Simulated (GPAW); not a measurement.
TiO:

```xyz
6
Lattice="4.0867 0.0000 0.0000 0.0000 4.0867 0.0000 0.0000 0.0000 4.0867" Properties=species:S:1:pos:R:3 pbc="T T T"
Ti    2.0433    0.0000    2.0433
Ti    0.0000    2.0433    2.0433
Ti    2.0433    2.0433    0.0000
O     0.0000    0.0000    2.0433
O     2.0433    0.0000    0.0000
O     0.0000    2.0433    0.0000
```

The cell comes from a database or a generator and needn't be the stable form of this composition.

| Quantity | Value |
| --- | --- |
| Program | GPAW 26.7.0 |
| Task | relaxation of cell and atoms |
| Functional | PBEsol |
| Dispersion | D3 |
| Potentials or basis | PAW data sets generated in the run's folder for this functional |
| Cutoff | 800 eV |
| Basis | pw |
| k mesh | 6 × 6 × 6 |
| Occupations | fermi-dirac, width 0.05 eV |
| Spin | no spin polarisation |

At the start: pressure -10.1 GPa; volume 11.38 Å³/atom.

Task: Where does the relaxation end?

Result: Over 4 steps the energy falls by 16.4 meV/atom and the volume is 10.84 Å³/atom (-4.7 %); space group Pm-3m (No. 221, to 0.05 Å).

The path:
| step | energy change (eV) | largest force (eV/Å) | pressure (GPa) | volume (Å³) |
| --- | --- | --- | --- | --- |
| 1 | 0.0000 | 0.0000 | -10.14 | 68.25 |
| 2 | -0.0203 | 0.0000 | -9.15 | 67.90 |
| 3 | -0.0980 | 0.0000 | 0.57 | 64.88 |
| 4 | -0.0986 | 0.0000 | -0.03 | 65.05 |

Final structure:
```yaml
crystal:
  lattice:
    - [4.02177, 0.00000, 0.00000]
    - [0.00000, 4.02177, 0.00000]
    - [0.00000, 0.00000, 4.02177]
  atoms:
    - { symbol: Ti, position: [0.50000, 0.00000, 0.50000] }
    - { symbol: Ti, position: [0.00000, 0.50000, 0.50000] }
    - { symbol: Ti, position: [0.50000, 0.50000, 0.00000] }
    - { symbol: O, position: [0.00000, 0.00000, 0.50000] }
    - { symbol: O, position: [0.50000, 0.00000, 0.00000] }
    - { symbol: O, position: [0.00000, 0.50000, 0.00000] }
```

Caveat: later steps reuse the first step's grids; pairwise dispersion overbinds metals, which lowers pressure and volume.
